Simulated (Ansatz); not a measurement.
# Gap against strain: (6,0) GaN nanotube

How it was computed: Ansatz 0.2.0, plane waves with PAW datasets, PBE, Fermi-Dirac smearing of 0.05 eV, no spin-orbit coupling. The period is scaled from its relaxed value of 5.496 Å and the atoms relax, within the symmetry of the start, at each strain ε (in %); gaps, in eV, are read on a band path.

| period (Å) | energy (eV a cell) | place of the conduction minimum (Γ = 0, Z = 1) | ε | gap |
| --- | --- | --- | --- | --- |
| 5.276 | +0.480 | 0.00 | −4 | 1.891 |
| 5.386 | +0.121 | 0.00 | −2 | 1.894 |
| 5.496 | 0.000 | 0.00 | 0 | 1.81 |
| 5.606 | +0.127 | 0.00 | 2 | 1.703 |
| 5.716 | +0.509 | 0.00 | 4 | 1.569 |

One run is withheld: period (Å) = 5.826, with ε = 6. Fit a straight line gap = a + b × ε to the 5 rows shown and predict it.

**Fit.** The means are 0 for ε and 1.773 for gap. The sum of products of deviations is −1.671 and the sum of squares in ε is 40, so b = −1.671 / 40 = −0.04177 and a = 1.773 − (−0.04177) × 0 = 1.773. The residuals' standard deviation, with 3 degrees of freedom, is σ = 0.047.

**Prediction.** gap = 1.773 + (−0.04177) × 6 = 1.523. The run gave 1.413, so the prediction less the run is +0.11. The standard error of a prediction there, σ√(1 + 1/5 + (6 − 0)²/40), is 0.069, and the miss is 1.6 times that, for a point outside the fitted range. With so few rows σ is itself uncertain.

The gap does not move one way: it turns somewhere between ε = -4 and 0 %, and the true extreme can lie between the rows, beyond the values shown.

**Limits.** Kohn-Sham gaps of a wire among periodic images, which in a check on one flat ribbon (7 Å apart) lowered the gap by 0.2 eV and flattened the slope; the slope b × 100 is a mean deformation potential of the gap, in eV per unit strain. Between neighbouring runs it lies between −7.8 and 0.2 eV, so a bend, a kink or scatter between runs makes one line a rough account. The unstrained row comes from a denser mesh than the others, which shifts its energy a little. Series of this kind are told only where this holds: a gap at every strain (compound wires with polar facets were set aside first). 88 of 101 did.
